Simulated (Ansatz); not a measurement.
# HfO2 (P2_1/c) in Ansatz: single point with PBE

Aim: the single point of HfO2 with PBE.

All numbers are computed with Ansatz 0.2.0; they aren't measurements. Logs are shortened: lines on timing, memory, paths and dates and some standing lists are left out, and cuts for length are marked.

### 1 The cell of the first run

The structure is monoclinic, space group P2_1/c (No. 14). Conventional cell: a = 5.016 Å, b = 5.082 Å, c = 5.281 Å, α = 90.00°, β = 99.17°, γ = 90.00°. Hf (site symmetry 1) is surrounded by 7 O at 2.00 to 2.23 Å. O (site symmetry 1) is surrounded by 3 Hf at 2.00 to 2.12 Å. O (site symmetry 1) has 4 Hf at 2.11 to 2.23 Å as nearest neighbours.

### 2 Single point, PBE (strained by -2 %)

Contents of input.yaml:

```yaml
crystal:
  lattice:
    - [5.01564, 0.0, 0.0]
    - [0.0, 5.081986, 0.0]
    - [-0.8414897986, 0.0, 5.2138671406]
  atoms:
    - { symbol: Hf, position: [0.2755, 0.4603, 0.708] }
    - { symbol: Hf, position: [0.7245, 0.9603, 0.792] }
    - { symbol: Hf, position: [0.7245, 0.5397, 0.292] }
    - { symbol: Hf, position: [0.2755, 0.0397, 0.208] }
    - { symbol: O, position: [0.0742, 0.1684, 0.8467] }
    - { symbol: O, position: [0.9258, 0.6684, 0.6533] }
    - { symbol: O, position: [0.9258, 0.8316, 0.1533] }
    - { symbol: O, position: [0.0742, 0.3316, 0.3467] }
    - { symbol: O, position: [0.4487, 0.7419, 0.9801] }
    - { symbol: O, position: [0.5513, 0.2419, 0.5199] }
    - { symbol: O, position: [0.5513, 0.2581, 0.0199] }
    - { symbol: O, position: [0.4487, 0.7581, 0.4801] }
hamiltonian:
  xc: pbe
  pseudopotentials: { kind: paw }
kpoints:
  mp_grid: { grid: [4, 4, 4] }
scf:
  occupations: { method: fermi_dirac, width: 0.05 }
output:
  forces: true
  stress: true
  eigenvalues: true
  write_density: true
  write_potential: true
  elf: true
  volumetric_format: npy
```

Potentials or basis: Ansatz PAW.

The run is started by

```bash
$ ansatz run input.yaml --threads 4 --pin off --max-ram 11264MiB --backend cpu --events-out ev --progress --plain --runs-dir out
```

The program printed:

```text
Warning: RAYON_NUM_THREADS=4 ignored (pool sized by the plan → 4); use --threads N
Engine: ansatz 0.2.0, aarch64-unknown-linux-gnu
Pseudopotentials: kind: paw
Pseudopotential: Hf, paw, valence charge 26, recommended cutoff 420 eV (normal), Hf.paw.azcp
Pseudopotential: O, paw, valence charge 6, recommended cutoff 420 eV (normal), O.paw.azcp
Functional definition: PBE
  parameter kappa = 0.804
  parameter beta = 0.06672455060314922
  exchange = pbe_x(kappa = kappa, mu = beta*pi^2/3)
  correlation = pbe_c(beta = beta)
Crystal: 12 atoms, lattice volume = 132.898 Å³
Basis set: ecut = 420 eV, 2597 PW (Γ), exchange–correlation on 72×72×72 points (8 copies of the dense FFT grid, shifted against one another)
Bands: 92, of which v1, the nominal top of the filled ones, is band 76 counted from 1 (75 counted from 0)
Symmetry: 4 space group operations
Space group: P21/c (ITA 14), of the structure as read, at distance tolerance 5.1e-5 Å
[... 31 lines left out ...]
  E_xc         = -1796.619015
  E_vxc        = -1826.480475  (∫ρ·V_xc dr)
  E_paw        = -28979.251358  (= ΣΔE_a)
  E_vpaw       = 5403.987364  (= ΣTr[D̂ρ^β])
  E_aug_tail   = 0.020040  (compensation charges beyond the density's cutoff)
  E_ewald      = -22146.287167
  E_smearing   = -0.000000  (= −TS)
  E_closure    = -0.000000  (closes the sum)
  Σ components = -67446.216718   (vs F -67446.216718, Δ=0.00e0)
--- Forces (eV/Å), atoms counted from 1 ---
  atom   1  Hf     0.56203242     0.13658563     0.20930127
  atom   2  Hf    -0.56203242     0.13658563    -0.20930127
  atom   3  Hf    -0.56203242    -0.13658563    -0.20930127
  atom   4  Hf     0.56203242    -0.13658563     0.20930127
  atom   5  O     -0.46480189    -0.22019027    -0.15348399
  atom   6  O      0.46480189    -0.22019027     0.15348399
  atom   7  O      0.46480189     0.22019027     0.15348399
  atom   8  O     -0.46480189     0.22019027    -0.15348399
  atom   9  O     -0.38388136    -0.02989633    -0.08841215
  atom  10  O      0.38388136    -0.02989633     0.08841215
  atom  11  O      0.38388136     0.02989633     0.08841215
  atom  12  O     -0.38388136     0.02989633    -0.08841215
  max |Σ_I F_I| component: 5.55e-17 eV/Å
--- Stress (GPa, compression-positive) ---
       19.354290       0.000000       1.301459
        0.000000      19.017457       0.000000
        1.301457       0.000000      13.672396
  P = ⅓ Tr σ = 17.3480 GPa (173.480 kbar)
--- Band table (eV; the first three rows and the last of 30) ---
  k-point 0: bands = ["-45.1918", "-45.1671", "-45.1635", "-45.1626", "-14.4245", "-14.3794", "-14.3673", "-14.1184", "-14.0439", "-14.0181", "-13.9658", "-13.9230", "-13.9009", "-13.8770", "-13.8297", "-13.7620", "-3.3869", "-1.9518", "-1.8126", "-1.7849", "-1.2826", "-1.2708", "-1.0611", "-0.9241", "4.9448", "4.9559", "4.9587", "4.9597", "4.9634", "4.9725", "4.9806", "4.9809", "4.9835", "4.9857", "4.9901", "4.9919", "4.9926", "4.9946", "4.9976", "4.9988", "5.0048", "5.0060", "5.0134", "5.0137", "5.0153", "5.0226", "5.0260", "5.0363", "5.0447", "5.0630", "5.0736", "5.1086", "9.2414", "9.3190", "9.9524", "10.0655", "10.2075", "10.5334", "11.4659", "11.7158", "11.9159", "12.0272", "12.1275", "12.2815", "12.8967", "12.9369", "12.9988", "13.0267", "13.2186", "13.6677", "13.7443", "13.9131", "14.3441", "14.4856", "14.7698", "14.8040", "19.6018", "20.2807", "20.3840", "20.5781", "20.8366", "21.1262", "21.3476", "21.4386", "21.8306", "21.8938", "22.4711", "22.6329", "22.8510", "23.2225", "23.7194", "24.2307"]
  k-point 1: bands = ["-45.1882", "-45.1707", "-45.1634", "-45.1627", "-14.3784", "-14.3329", "-14.3092", "-14.1667", "-14.1084", "-13.9779", "-13.9631", "-13.9538", "-13.9031", "-13.8691", "-13.8401", "-13.8292", "-3.1276", "-1.8901", "-1.8801", "-1.7799", "-1.3827", "-1.2937", "-1.1767", "-0.9863", "4.9425", "4.9501", "4.9589", "4.9603", "4.9619", "4.9734", "4.9811", "4.9816", "4.9849", "4.9870", "4.9871", "4.9918", "4.9929", "4.9955", "4.9974", "5.0027", "5.0036", "5.0048", "5.0091", "5.0145", "5.0192", "5.0198", "5.0337", "5.0350", "5.0456", "5.0609", "5.0679", "5.0938", "9.4327", "9.6460", "10.1661", "10.2671", "10.5320", "10.7225", "11.1848", "11.4729", "11.4731", "12.0431", "12.1886", "12.3475", "12.5398", "12.7935", "12.8822", "13.1086", "13.3880", "13.4146", "13.5947", "13.9929", "14.1260", "14.4142", "14.5627", "14.6322", "19.7050", "20.0746", "20.2670", "20.7086", "21.1068", "21.1551", "21.7071", "21.7755", "21.9587", "22.1142", "22.2637", "22.6748", "23.1198", "23.4249", "23.5403", "24.3094"]
  k-point 2: bands = ["-45.1795", "-45.1795", "-45.1630", "-45.1630", "-14.2658", "-14.2658", "-14.2519", "-14.2519", "-14.1076", "-14.1076", "-13.9345", "-13.9345", "-13.9083", "-13.9083", "-13.8587", "-13.8587", "-2.4934", "-2.4934", "-1.7492", "-1.7492", "-1.3562", "-1.3562", "-1.1803", "-1.1803", "4.9418", "4.9418", "4.9603", "4.9603", "4.9695", "4.9695", "4.9799", "4.9799", "4.9827", "4.9827", "4.9900", "4.9900", "4.9969", "4.9969", "5.0000", "5.0000", "5.0036", "5.0036", "5.0081", "5.0081", "5.0238", "5.0238", "5.0450", "5.0450", "5.0535", "5.0535", "5.0627", "5.0627", "9.9583", "9.9583", "10.4803", "10.4803", "10.6620", "10.6620", "11.1862", "11.1862", "11.6262", "11.6262", "12.0014", "12.0014", "12.5151", "12.5151", "12.9112", "12.9112", "13.3525", "13.3525", "13.8338", "13.8338", "14.1692", "14.1692", "14.4276", "14.4276", "19.8865", "19.8865", "20.3959", "20.3959", "21.3112", "21.3112", "21.9514", "21.9514", "22.0407", "22.0407", "22.9240", "22.9240", "23.1733", "23.1733", "24.1853", "24.1853"]
  k-point 29: bands = ["-45.1747", "-45.1747", "-45.1678", "-45.1678", "-14.3991", "-14.3991", "-14.3620", "-14.3620", "-13.9547", "-13.9547", "-13.8964", "-13.8964", "-13.8867", "-13.8867", "-13.8180", "-13.8180", "-2.4518", "-2.4518", "-2.0979", "-2.0979", "-1.1455", "-1.1455", "-1.0648", "-1.0648", "4.9534", "4.9534", "4.9624", "4.9624", "4.9722", "4.9722", "4.9730", "4.9730", "4.9898", "4.9898", "4.9902", "4.9902", "4.9964", "4.9964", "5.0003", "5.0003", "5.0047", "5.0047", "5.0067", "5.0067", "5.0168", "5.0168", "5.0305", "5.0305", "5.0488", "5.0488", "5.0650", "5.0650", "10.2216", "10.2216", "10.4847", "10.4847", "10.7827", "10.7827", "11.2040", "11.2040", "12.0103", "12.0103", "12.1822", "12.1822", "12.4946", "12.4946", "12.6095", "12.6095", "13.3180", "13.3180", "13.6187", "13.6187", "13.8781", "13.8781", "14.1507", "14.1507", "19.6776", "19.6776", "20.3668", "20.3668", "20.8550", "20.8550", "21.2135", "21.2135", "22.2324", "22.2324", "22.3249", "22.3249", "23.6002", "23.6002", "24.5898", "24.5898"]
```

rho_z.tsv:

```text
# z_ang	rho[e/angstrom^3]
# format = ansatz-planar-average/11
# lattice	5.015640000	0.000000000	0.000000000
# lattice	0.000000000	5.081986000	0.000000000
# lattice	-0.841489799	0.000000000	5.213867141
# sites	12
# site	72	0.786034043	2.339238156	3.691417936
# site	72	2.967371260	4.880231156	4.129382775
# site	72	3.388116159	2.742747844	1.522449205
# site	72	1.206778942	0.201754844	1.084484365
# site	8	-0.340328924	0.855806442	4.414581308
# site	8	4.093734227	3.396799442	3.406219403
# site	8	4.514479126	4.226179558	0.799285833
# site	8	0.080415975	1.685186558	1.807647738
# site	8	1.425773516	3.770325413	5.110111185
# site	8	2.327631786	1.229332413	2.710689526
# site	8	2.748376685	1.311660587	0.103755956
# site	8	1.846518416	3.852653587	2.503177614
0.000000	6.779333e-1
0.146704	6.658937e-1
0.293408	6.538899e-1
0.440111	6.987091e-1
0.586815	8.478834e-1
0.733519	1.103930e0
[... 28 lines left out ...]
4.987929	6.538899e-1
5.134633	6.658937e-1
```

It took 9.3 s on 4 threads of Arm Neoverse V2, shared host; peak memory 0.71 GiB.

What came out:

```
Free energy            : -67446.2167 eV
Pressure               : 17.3 GPa
Largest force          : 0.615 eV/Å
Band gap on the k mesh : 4.32 eV, indirect (least direct gap 4.41 eV)
```

Forces on the atoms (eV/Å):
```
Hf   0.562  0.137  0.209
Hf  -0.562  0.137 -0.209
Hf  -0.562 -0.137 -0.209
Hf   0.562 -0.137  0.209
O   -0.465 -0.220 -0.153
O    0.465 -0.220  0.153
O    0.465  0.220  0.153
O   -0.465  0.220 -0.153
O   -0.384 -0.030 -0.088
O    0.384 -0.030  0.088
O    0.384  0.030  0.088
O   -0.384  0.030 -0.088
```

Caveat: the pressure holds a Pulay correction of +0.8 GPa for the finite cutoff; spin-orbit coupling is left out, which moves the levels of the heavy elements. A k mesh can miss the band edges.
